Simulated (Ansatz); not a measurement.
## SiC: opening a crack plane

SiC, F-43m, a = 4.380 Å. The compound has several low-lying forms, and this is one of them. Ansatz: PBE, PAW, 420 eV, Γ-centred 10×10×2 mesh on 12 atoms, Gaussian smearing 0.05 eV; no spin polarisation. One cut on (1-11) per cell of 12 atoms is opened rigidly by x, between planes of C and Si that stand 1.90 Å apart; y is the energy per area (8.306 Å², 1 eV/Å² = 16.02 J/m²).

```
x (Å) y (J/m²)
 0.00     0.000
 0.25     0.671
 0.50     1.930
 0.75         ?
 1.00     4.370
 1.50     6.101
 2.00     7.171
 3.00     8.091
 4.50     8.307
 6.00     8.333
```

Fit the universal binding curve y = W[1 − (1 + x/l) e^(−x/l)] to the other rows, give the peak stress, and predict the missing value.

Least squares gives W = 8.32 J/m² and l = 0.568 Å. The stress dy/dx peaks at x = l with W/(e l) = 53.9 GPa, for rigid faces. At x = 0.75: x/l = 1.320, y = 3.165 J/m². The run gave 3.223 J/m², so the fit is 0.058 J/m² too low, within twice the rms miss on the fitted rows (0.051 J/m²).

Cost: 12 runs of about 1.8 core-minutes in all, on Intel Xeon 6975P-C (Granite Rapids) (shared hosts).